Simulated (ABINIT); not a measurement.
# Beyond one shot: CdS (Hawleyite), part 2 of 3

Wanted: G0W0 and self-consistent gaps of CdS (Hawleyite), with the cost of the cycles.

ABINIT 10.8.3; PBE and many-body steps on it, plane waves. Known limits of the many-body steps: not at the basis limit; no spin-orbit coupling; coarse k mesh.

So far. Step 5 (evGW0, cycle 1): Against G0W0 in ABINIT (4×4×4 mesh, 142 bands, screening to 163.3 eV, Godby-Needs plasmon pole), the gap moves by +0.260 eV. This first cycle still uses the starting levels; it takes the full correction, at all points of the mesh, and its linearised value is 2.097 eV. Step 6 (evGW0, cycle 2): Against the cycle before, the gap moves by −0.114 eV.

### Step 7. evGW0, cycle 3

Level of this step: evGW0 on PBE, plane waves, norm-conserving pseudopotentials (ABINIT).

Input file run.abi:

```
acell 3*1.0 Angstrom
rprim 
  -0.000000000000 2.916500000000 2.916500000000
  2.916500000000 -0.000000000000 2.916500000000
  2.916500000000 2.916500000000 -0.000000000000
ntypat 2
znucl 48 16
natom 2
typat 1 2
xred 
  0.000000000000 0.000000000000 0.000000000000
  0.250000000000 0.250000000000 0.250000000000
pp_dirpath "pseudos"
pseudos "Cd.upf, S.upf"
ecut 47
ngkpt 4 4 4
nshiftk 1
shiftk 0 0 0
kptopt 1
chksymbreak 0
istwfk *1
occopt 1
irdwfk 1
optdriver 4
nband 142
gwcalctyp 10
ecutsigx 47
symsigma 1
nkptgw 8
kptgw 
  0.0000000000 0.0000000000 0.0000000000
  0.2500000000 0.0000000000 0.0000000000
  0.5000000000 0.0000000000 0.0000000000
  0.2500000000 0.2500000000 0.0000000000
  0.5000000000 0.2500000000 0.0000000000
  -0.2500000000 0.2500000000 0.0000000000
  0.5000000000 0.5000000000 0.0000000000
  -0.2500000000 0.5000000000 0.2500000000
bdgw 
  6 23
  6 23
  6 23
  6 23
  6 23
  6 23
  6 23
  6 23
ecuteps 6
irdscr 1
ppmodel 1
irdqps 1
indata_prefix "in"
outdata_prefix "out"
tmpdata_prefix "tmp"
```

Command:

```sh
$ OMP_NUM_THREADS=1 mpirun -n 8 abinit run.abi > log
```

The program printed:

```text
.Version 10.8.3 of ABINIT. v10.8.2 released Aug 2026.

 Symmetries : space group F-4 3 m (#216); Bravais cF (face-center cubic)
[... echo of the input left out ...]
== DATASET  1 ==================================================================
-   mpi_nproc: 8, omp_nthreads: 1 (-1 if OMP is not activated)

--- !DatasetInfo
iteration_state: {dtset: 1, }
dimensions: {natom: 2, nkpt: 8, mband: 142, nsppol: 1, nspinor: 1, nspden: 1, mpw: 5180, }
cutoff_energies: {ecut:  47.0, pawecutdg:  -1.0, }
[...]
.  kptgw no:  3; Maximum DeltaE = (   0.004  -0.000) for band index: 16
[...]
.  kptgw no:  7; Maximum DeltaE = (   0.003   0.001) for band index: 18
.  kptgw no:  8; Maximum DeltaE = (  -0.002   0.001) for band index: 10

== END DATASET(S) ==============================================================
================================================================================

 -outvars: echo values of variables after computation  --------
           etotal      0.0000000000E+00
            nband         142
             nkpt           8
          spgroup         216
 [... the other variables as echoed above ...]

 Calculation completed.
```

Wall time 1.7 min (8 MPI ranks of AMD EPYC 9R45, shared host); peak memory 4 GiB; 14 min of CPU time.

This step gave:

```
quasiparticle gap on the mesh                         : 2.254 eV
gap of the density functional on the mesh             : 1.145 eV
k of the valence top                                  : 0, 0, 0
k of the conduction bottom                            : 0, 0, 0
least direct quasiparticle gap on the computed points : 2.254 eV
```

Against the cycle before, the gap moves by +0.011 eV.

### Step 8. evGW0, cycle 4

run.abi is that of step 7.

The program printed:

```text
.Version 10.8.3 of ABINIT. v10.8.2 released Aug 2026.

 Symmetries : space group F-4 3 m (#216); Bravais cF (face-center cubic)
[... echo of the input left out ...]
== DATASET  1 ==================================================================
-   mpi_nproc: 8, omp_nthreads: 1 (-1 if OMP is not activated)

--- !DatasetInfo
iteration_state: {dtset: 1, }
dimensions: {natom: 2, nkpt: 8, mband: 142, nsppol: 1, nspinor: 1, nspden: 1, mpw: 5180, }
cutoff_energies: {ecut:  47.0, pawecutdg:  -1.0, }
[...]
.  kptgw no:  3; Maximum DeltaE = (  -0.001  -0.002) for band index: 18
[...]
.  kptgw no:  7; Maximum DeltaE = (   0.000   0.000) for band index: 14
.  kptgw no:  8; Maximum DeltaE = (  -0.002  -0.005) for band index: 18

== END DATASET(S) ==============================================================
================================================================================

 -outvars: echo values of variables after computation  --------
           etotal      0.0000000000E+00
            nband         142
             nkpt           8
          spgroup         216
 [... the other variables as echoed above ...]

 Calculation completed.
```

It took 1.7 min on 8 MPI ranks; peak memory 4 GiB; 14 min of CPU time.

This step gave:

| Quantity | Value |
| --- | --- |
| quasiparticle gap on the mesh | 2.253 eV |
| gap of the density functional on the mesh | 1.145 eV |
| k of the valence top | 0, 0, 0 |
| k of the conduction bottom | 0, 0, 0 |
| least direct quasiparticle gap on the computed points | 2.253 eV |

Against the cycle before, the gap moves by −0.001 eV.

### Step 9. Screening, 4×4×4 mesh, 142 bands, screening to 163.3 eV

This step: RPA screening on PBE, plane waves, norm-conserving pseudopotentials.

Input file run.abi:

```
acell 3*1.0 Angstrom
rprim 
  -0.000000000000 2.916500000000 2.916500000000
  2.916500000000 -0.000000000000 2.916500000000
  2.916500000000 2.916500000000 -0.000000000000
ntypat 2
znucl 48 16
natom 2
typat 1 2
xred 
  0.000000000000 0.000000000000 0.000000000000
  0.250000000000 0.250000000000 0.250000000000
pp_dirpath "pseudos"
pseudos "Cd.upf, S.upf"
ecut 47
ngkpt 4 4 4
nshiftk 1
shiftk 0 0 0
kptopt 1
chksymbreak 0
istwfk *1
occopt 1
irdwfk 1
optdriver 3
nband 142
ecuteps 6
inclvkb 2
awtr 1
symchi 1
gwcalctyp 10
mbpt_sciss 1.262 eV
nqptdm 1
qptdm 
  0 0 0
indata_prefix "in"
outdata_prefix "out"
tmpdata_prefix "tmp"
```

The program printed:

```text
.Version 10.8.3 of ABINIT. v10.8.2 released Aug 2026.

 Symmetries : space group F-4 3 m (#216); Bravais cF (face-center cubic)
[... echo of the input left out ...]
== DATASET  1 ==================================================================
-   mpi_nproc: 8, omp_nthreads: 1 (-1 if OMP is not activated)

--- !DatasetInfo
iteration_state: {dtset: 1, }
dimensions: {natom: 2, nkpt: 8, mband: 142, nsppol: 1, nspinor: 1, nspden: 1, mpw: 5180, }
cutoff_energies: {ecut:  47.0, pawecutdg:  -1.0, }
electrons: {nelect:   2.60000000E+01, charge:   0.00000000E+00, occopt:   1.00000000E+00, tsmear:   1.00000000E-02, }

 SCREENING: Calculation of the susceptibility and dielectric matrices

 Based on a program developped by R.W. Godby, V. Olevano, G. Onida, and L. Reining.
 Incorporated in ABINIT by V. Olevano, G.-M. Rignanese, and M. Torrent.
.Using double precision arithmetic ; gwpc =  8

[... cell and pseudopotentials left out ...]
--------------------------------------------------------------------------------

 ==== K-mesh for the wavefunctions ====
 Number of points in the irreducible wedge :     8
[... list of points left out ...]
 Together with 24 symmetry operations and time-reversal symmetry
 yields    64 points in the full Brillouin Zone.

 ==== Q-mesh for the screening function ====
 Number of points in the irreducible wedge :     8
[... list of points left out ...]
 Together with 24 symmetry operations and time-reversal symmetry
 yields    64 points in the full Brillouin Zone.

 setmesh: FFT mesh size selected  =    36x   36x   36
          total number of points  =        46656

 vcoul_init : cutoff-mode = AUXILIARY_FUNCTION
 q-points for optical limit:   1
     1)      0.000010    0.000020    0.000030

 Dielectric matrix will be calculated only for some
 selected q points provided by the user through the input variables
 nqptdm and qptdm

- screening: taking advantage of time-reversal symmetry
- Maximum band index for partially occupied states nbvw = 13
- Remaining bands to be divided among processors   nbcw = 129
- Number of bands treated by each node ~16

 rdqps: reading QP wavefunctions of the previous step
        looking for file in_QPS
 file not found, 1st iteration initialized with KS eigenelements

 screening : performing a first self-consistency
 update of the energies in W by a scissor operator
 applying a scissor operator of [eV] :   1.262

 Number of electrons calculated from density =   26.0000; Expected =   26.0000
 average of density, n =  0.077653
 r_s =    1.4541
 omega_plasma =   26.8804 [eV]

 calculating chi0 at frequencies [eV] :
  1    0.000000E+00    0.000000E+00
  2    0.000000E+00    2.688042E+01

--------------------------------------------------------------------------------
  q-point number  1        q = ( 0.000000, 0.000000, 0.000000) [r.l.u.]
--------------------------------------------------------------------------------
[... chi0 elements left out ...]
 For q-point:  0.000010 0.000020 0.000030
  dielectric constant =   7.4790
  dielectric constant without local fields =   8.0122

  Average fulfillment of the sum rule on Im[epsilon] for q-point    1 :     73.80  [%]
[... wings left out ...]
== END DATASET(S) ==============================================================
================================================================================

 -outvars: echo values of variables after computation  --------
           etotal      0.0000000000E+00
            nband         142
             nkpt           8
          spgroup         216
 [... the other variables as echoed above ...]

 Calculation completed.
```

Elapsed: 3.6 s, on 8 MPI ranks; peak memory 2 GiB.

This step gave:

| Property | Result |
| --- | --- |
| ε∞ with local fields, on this mesh, along the program's q direction | 7.479 |
| the same without local fields | 8.012 |
| plasma frequency | 26.88 eV |
| plane waves in the screening matrix | 259 |

This screening uses the functional's bands under a rigid shift, the mean opening of the cycle before.

### Step 10. Screening, 4×4×4 mesh, 142 bands, screening to 163.3 eV

This step: RPA screening on PBE from quasiparticle energies, plane waves, norm-conserving pseudopotentials.

run.abi: that of step 9 with these lines changed.

```diff
@@ -29,7 +29,13 @@
 symchi 1
+irdqps 1
 gwcalctyp 10
-mbpt_sciss 1.262 eV
-nqptdm 1
+nqptdm 7
 qptdm 
-  0 0 0
+  0.2500000000 0.0000000000 0.0000000000
+  0.5000000000 0.0000000000 0.0000000000
+  0.2500000000 0.2500000000 0.0000000000
+  0.5000000000 0.2500000000 0.0000000000
+  -0.2500000000 0.2500000000 0.0000000000
+  0.5000000000 0.5000000000 0.0000000000
+  -0.2500000000 0.5000000000 0.2500000000
 indata_prefix "in"
```

Input file mrgscr.stdin:

```
2
merged
q0_SCR
out_SCR
1
```

Command:

```sh
$ OMP_NUM_THREADS=1 mpirun -n 8 abinit run.abi > log; mrgscr < mrgscr.stdin
```

The program printed:

```text
.Version 10.8.3 of ABINIT. v10.8.2 released Aug 2026.

 Symmetries : space group F-4 3 m (#216); Bravais cF (face-center cubic)
[... echo of the input left out ...]
== DATASET  1 ==================================================================
-   mpi_nproc: 8, omp_nthreads: 1 (-1 if OMP is not activated)

--- !DatasetInfo
iteration_state: {dtset: 1, }
dimensions: {natom: 2, nkpt: 8, mband: 142, nsppol: 1, nspinor: 1, nspden: 1, mpw: 5180, }
cutoff_energies: {ecut:  47.0, pawecutdg:  -1.0, }
[...]
q-point number  1        q = ( 0.250000, 0.000000, 0.000000) [r.l.u.]
--------------------------------------------------------------------------------
[... chi0 elements left out ...]
  Average fulfillment of the sum rule on Im[epsilon] for q-point    2 :     87.03  [%]

--------------------------------------------------------------------------------
  q-point number  2        q = ( 0.500000, 0.000000, 0.000000) [r.l.u.]
--------------------------------------------------------------------------------
[... chi0 elements left out ...]
  Average fulfillment of the sum rule on Im[epsilon] for q-point    3 :     81.15  [%]

 [... 5 further q-points ...]
```

Run time: 12 s. Hardware: 8 MPI ranks; peak memory 2.2 GiB.

This step gave:

| Quantity | Value |
| --- | --- |
| plasma frequency | 26.88 eV |
| plane waves in the screening matrix | 259 |

This screening reads the quasiparticle levels of the cycle before.

### Step 11. evGW, cycle 1

This step: evGW on PBE, plane waves, norm-conserving pseudopotentials.

run.abi: that of step 10 with these lines changed.

```diff
@@ -23,12 +23,10 @@
 irdwfk 1
-optdriver 3
+optdriver 4
 nband 142
-ecuteps 6
-inclvkb 2
-awtr 1
-symchi 1
-irdqps 1
 gwcalctyp 10
-nqptdm 7
-qptdm 
+ecutsigx 47
+symsigma 1
+nkptgw 8
+kptgw 
+  0.0000000000 0.0000000000 0.0000000000
   0.2500000000 0.0000000000 0.0000000000
@@ -40,2 +38,15 @@
   -0.2500000000 0.5000000000 0.2500000000
+bdgw 
+  6 23
+  6 23
+  6 23
+  6 23
+  6 23
+  6 23
+  6 23
+  6 23
+ecuteps 6
+irdscr 1
+ppmodel 1
+irdqps 1
 indata_prefix "in"
```

Command:

```sh
$ OMP_NUM_THREADS=1 mpirun -n 8 abinit run.abi > log
```

The program printed:

```text
.Version 10.8.3 of ABINIT. v10.8.2 released Aug 2026.

 Symmetries : space group F-4 3 m (#216); Bravais cF (face-center cubic)
[... echo of the input left out ...]
== DATASET  1 ==================================================================
-   mpi_nproc: 8, omp_nthreads: 1 (-1 if OMP is not activated)

--- !DatasetInfo
iteration_state: {dtset: 1, }
dimensions: {natom: 2, nkpt: 8, mband: 142, nsppol: 1, nspinor: 1, nspden: 1, mpw: 5180, }
cutoff_energies: {ecut:  47.0, pawecutdg:  -1.0, }
[...]
.  kptgw no:  3; Maximum DeltaE = (   0.184   0.001) for band index:  1
[...]
.  kptgw no:  7; Maximum DeltaE = (   0.261  -0.002) for band index:  2
.  kptgw no:  8; Maximum DeltaE = (   0.144   0.003) for band index: 17

== END DATASET(S) ==============================================================
================================================================================

 -outvars: echo values of variables after computation  --------
           etotal      0.0000000000E+00
            nband         142
             nkpt           8
          spgroup         216
 [... the other variables as echoed above ...]

 Calculation completed.
```

Run time: 1.7 min. Hardware: 8 MPI ranks; peak memory 4 GiB; 14 min of CPU time.

This step gave:

```yaml
quasiparticle_gap_on_the_mesh: 2.512 eV
gap_of_the_density_functional_on_the_mesh: 1.145 eV
k_of_the_valence_top: 0, 0, 0
k_of_the_conduction_bottom: 0, 0, 0
least_direct_quasiparticle_gap_on_the_computed_points: 2.512 eV
```

Against G0W0 in ABINIT (4×4×4 mesh, 142 bands, screening to 163.3 eV, Godby-Needs plasmon pole), the gap moves by +0.415 eV.

### Step 12. Screening, 4×4×4 mesh, 142 bands, screening to 163.3 eV

This step: RPA screening on PBE, plane waves, norm-conserving pseudopotentials.

Input file run.abi:

```
acell 3*1.0 Angstrom
rprim 
  -0.000000000000 2.916500000000 2.916500000000
  2.916500000000 -0.000000000000 2.916500000000
  2.916500000000 2.916500000000 -0.000000000000
ntypat 2
znucl 48 16
natom 2
typat 1 2
xred 
  0.000000000000 0.000000000000 0.000000000000
  0.250000000000 0.250000000000 0.250000000000
pp_dirpath "pseudos"
pseudos "Cd.upf, S.upf"
ecut 47
ngkpt 4 4 4
nshiftk 1
shiftk 0 0 0
kptopt 1
chksymbreak 0
istwfk *1
occopt 1
irdwfk 1
optdriver 3
nband 142
ecuteps 6
inclvkb 2
awtr 1
symchi 1
gwcalctyp 10
mbpt_sciss 1.558 eV
nqptdm 1
qptdm 
  0 0 0
indata_prefix "in"
outdata_prefix "out"
tmpdata_prefix "tmp"
```

The program printed:

```text
.Version 10.8.3 of ABINIT. v10.8.2 released Aug 2026.

 Symmetries : space group F-4 3 m (#216); Bravais cF (face-center cubic)
[... echo of the input left out ...]
== DATASET  1 ==================================================================
-   mpi_nproc: 8, omp_nthreads: 1 (-1 if OMP is not activated)

--- !DatasetInfo
iteration_state: {dtset: 1, }
dimensions: {natom: 2, nkpt: 8, mband: 142, nsppol: 1, nspinor: 1, nspden: 1, mpw: 5180, }
cutoff_energies: {ecut:  47.0, pawecutdg:  -1.0, }
[...]
[... chi0 elements left out ...]
 For q-point:  0.000010 0.000020 0.000030
  dielectric constant =   7.0489
  dielectric constant without local fields =   7.5556

  Average fulfillment of the sum rule on Im[epsilon] for q-point    1 :     74.30  [%]
[... wings left out ...]
== END DATASET(S) ==============================================================
================================================================================

 -outvars: echo values of variables after computation  --------
           etotal      0.0000000000E+00
            nband         142
             nkpt           8
          spgroup         216
 [... the other variables as echoed above ...]

 Calculation completed.
```

It took 3.7 s on 8 MPI ranks; peak memory 2 GiB; 28 s of CPU time.

Numbers from this step:

| Quantity | Value |
| --- | --- |
| ε∞ with local fields, on this mesh, along the program's q direction | 7.049 |
| the same without local fields | 7.556 |
| plasma frequency | 26.88 eV |
| plane waves in the screening matrix | 259 |

This screening uses the functional's bands under a rigid shift, the mean opening of the cycle before.

### Step 13. Screening, 4×4×4 mesh, 142 bands, screening to 163.3 eV

This step: RPA screening on PBE from quasiparticle energies, plane waves, norm-conserving pseudopotentials.

run.abi: that of step 12 with these lines changed.

```diff
@@ -29,7 +29,13 @@
 symchi 1
+irdqps 1
 gwcalctyp 10
-mbpt_sciss 1.558 eV
-nqptdm 1
+nqptdm 7
 qptdm 
-  0 0 0
+  0.2500000000 0.0000000000 0.0000000000
+  0.5000000000 0.0000000000 0.0000000000
+  0.2500000000 0.2500000000 0.0000000000
+  0.5000000000 0.2500000000 0.0000000000
+  -0.2500000000 0.2500000000 0.0000000000
+  0.5000000000 0.5000000000 0.0000000000
+  -0.2500000000 0.5000000000 0.2500000000
 indata_prefix "in"
```

mrgscr.stdin is that of step 10.

Command:

```sh
$ OMP_NUM_THREADS=1 mpirun -n 8 abinit run.abi > log; mrgscr < mrgscr.stdin
```

The program printed:

```text
.Version 10.8.3 of ABINIT. v10.8.2 released Aug 2026.

 Symmetries : space group F-4 3 m (#216); Bravais cF (face-center cubic)
[... echo of the input left out ...]
== DATASET  1 ==================================================================
-   mpi_nproc: 8, omp_nthreads: 1 (-1 if OMP is not activated)

--- !DatasetInfo
iteration_state: {dtset: 1, }
dimensions: {natom: 2, nkpt: 8, mband: 142, nsppol: 1, nspinor: 1, nspden: 1, mpw: 5180, }
cutoff_energies: {ecut:  47.0, pawecutdg:  -1.0, }
[...]
q-point number  1        q = ( 0.250000, 0.000000, 0.000000) [r.l.u.]
--------------------------------------------------------------------------------
[... chi0 elements left out ...]
  Average fulfillment of the sum rule on Im[epsilon] for q-point    2 :     88.17  [%]

--------------------------------------------------------------------------------
  q-point number  2        q = ( 0.500000, 0.000000, 0.000000) [r.l.u.]
--------------------------------------------------------------------------------
[... chi0 elements left out ...]
  Average fulfillment of the sum rule on Im[epsilon] for q-point    3 :     81.93  [%]

 [... 5 further q-points ...]
```

It took 12 s on 8 MPI ranks; peak memory 2.2 GiB.

This step gave:

- plasma frequency: 26.88 eV
- plane waves in the screening matrix: 259

This screening reads the quasiparticle levels of the cycle before.

### Step 14. evGW, cycle 2

This step: evGW on PBE, plane waves, norm-conserving pseudopotentials.

run.abi: that of step 13 with these lines changed.

```diff
@@ -23,12 +23,10 @@
 irdwfk 1
-optdriver 3
+optdriver 4
 nband 142
-ecuteps 6
-inclvkb 2
-awtr 1
-symchi 1
-irdqps 1
 gwcalctyp 10
-nqptdm 7
-qptdm 
+ecutsigx 47
+symsigma 1
+nkptgw 8
+kptgw 
+  0.0000000000 0.0000000000 0.0000000000
   0.2500000000 0.0000000000 0.0000000000
@@ -40,2 +38,15 @@
   -0.2500000000 0.5000000000 0.2500000000
+bdgw 
+  6 23
+  6 23
+  6 23
+  6 23
+  6 23
+  6 23
+  6 23
+  6 23
+ecuteps 6
+irdscr 1
+ppmodel 1
+irdqps 1
 indata_prefix "in"
```

Command:

```sh
$ OMP_NUM_THREADS=1 mpirun -n 8 abinit run.abi > log
```

The program printed:

```text
.Version 10.8.3 of ABINIT. v10.8.2 released Aug 2026.

 Symmetries : space group F-4 3 m (#216); Bravais cF (face-center cubic)
[... echo of the input left out ...]
== DATASET  1 ==================================================================
-   mpi_nproc: 8, omp_nthreads: 1 (-1 if OMP is not activated)

--- !DatasetInfo
iteration_state: {dtset: 1, }
dimensions: {natom: 2, nkpt: 8, mband: 142, nsppol: 1, nspinor: 1, nspden: 1, mpw: 5180, }
cutoff_energies: {ecut:  47.0, pawecutdg:  -1.0, }
[...]
.  kptgw no:  3; Maximum DeltaE = (  -0.018   0.009) for band index:  3
[...]
.  kptgw no:  7; Maximum DeltaE = (   0.020  -0.000) for band index: 18
.  kptgw no:  8; Maximum DeltaE = (   0.025  -0.000) for band index: 16

== END DATASET(S) ==============================================================
================================================================================

 -outvars: echo values of variables after computation  --------
           etotal      0.0000000000E+00
            nband         142
             nkpt           8
          spgroup         216
 [... the other variables as echoed above ...]

 Calculation completed.
```

Run time: 1.7 min. Hardware: 8 MPI ranks; peak memory 4 GiB.

Numbers from this step:

```yaml
quasiparticle_gap_on_the_mesh: 2.545 eV
gap_of_the_density_functional_on_the_mesh: 1.145 eV
k_of_the_valence_top: 0, 0, 0
k_of_the_conduction_bottom: 0, 0, 0
least_direct_quasiparticle_gap_on_the_computed_points: 2.545 eV
```

Against the cycle before, the gap moves by +0.033 eV.

(Part 2 of 3 ends here.)

[Paths, hosts, dates, memory and timing lines, banners, echoed tables and standing remarks are left out of the program output.]

[Logs are printed without paths, hosts, clocks, repeated set-up lines and the standing remarks that a program may print on its own settings, such as how far it seeks lower states.]

[Runs of the session that timed out or met a known fault of the program may be left out.]

[Hosts, paths, dates, database ids (printed as entryN), source tags and the programs' standing remarks are cut or masked in the printed files.]

[G0W0 gaps are taken among the corrected bands and points alone; a level outside them can change the order at an edge.]

[Where Ansatz stands beside ABINIT at settings called matched, ABINIT's density can come from a denser mesh and the files from another edition; pairs whose starting gaps differed by over 0.03 eV were left out, so agreement reads better than it is.]
